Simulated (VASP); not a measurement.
A run of VASP 6.6.1 is set up as follows.

The input POSCAR:

```
InP
1.0
    0.0000000000      2.9305000000      2.9305000000
    2.9305000000      0.0000000000      2.9305000000
    2.9305000000      2.9305000000      0.0000000000
In P
1 1
Direct
    0.0000000000      0.0000000000      0.0000000000
    0.7500000000      0.7500000000      0.7500000000
```

File INCAR.step1:

```
SYSTEM = InP
PREC = Accurate ; ENCUT = 600
EDIFF = 1E-8 ; ISMEAR = -1
SIGMA = 0.05 ; LREAL = .FALSE.
LASPH = .TRUE. ; NELM = 60
ALGO = Fast ; ISIF = 3
LWAVE = .FALSE. ; LCHARG = .FALSE.
GGA = PS ; IBRION = 2
NSW = 40 ; EDIFFG = -0.002
```

The input INCAR.step2:

```
SYSTEM = InP
PREC = Accurate ; ENCUT = 600
EDIFF = 1E-8 ; ISMEAR = -1
SIGMA = 0.05 ; LREAL = .FALSE.
LASPH = .TRUE. ; NELM = 60
ALGO = Fast ; ISIF = 3
LWAVE = .FALSE. ; LCHARG = .FALSE.
GGA = PS ; IBRION = 6
NFREE = 2 ; POTIM = 0.015
NSW = 1
```

The input KPOINTS:

```
regular mesh
0
G
  6 6 6
  0 0 0
```

Potentials or basis: VASP PAW PBE potentials, release 64 (In_d, P).

Run with:

```console
$ cat potpaw_PBE.64/In_d/POTCAR potpaw_PBE.64/P/POTCAR > POTCAR
$ cp INCAR.step1 INCAR
$ mpirun -np 1 vasp_std > vasp.out
$ cp CONTCAR POSCAR
$ cp INCAR.step2 INCAR
$ mpirun -np 1 vasp_std > vasp.out
```

(1) What does it give for the elastic constants C11, C12, C44?

(2) Predict the Voigt bulk modulus.

(3) Estimate the relaxed cell.

(4) Estimate the highest phonon frequency at Γ, LO-TO splitting left out.

(5) What does it give for the space group after relaxing (to 0.05 Å)?

Answers

(1) 95, 53, 43 GPa.

(2) 67 GPa.

(3) a = 4.157 Å, b = 4.157 Å, c = 4.157 Å, α = 60.00°, β = 60.00°, γ = 60.00°.

(4) 295 cm⁻¹.

(5) F-43m (No. 216).

Caveat: the PAW data sets were made with another functional, which shifts forces and pressure a little.
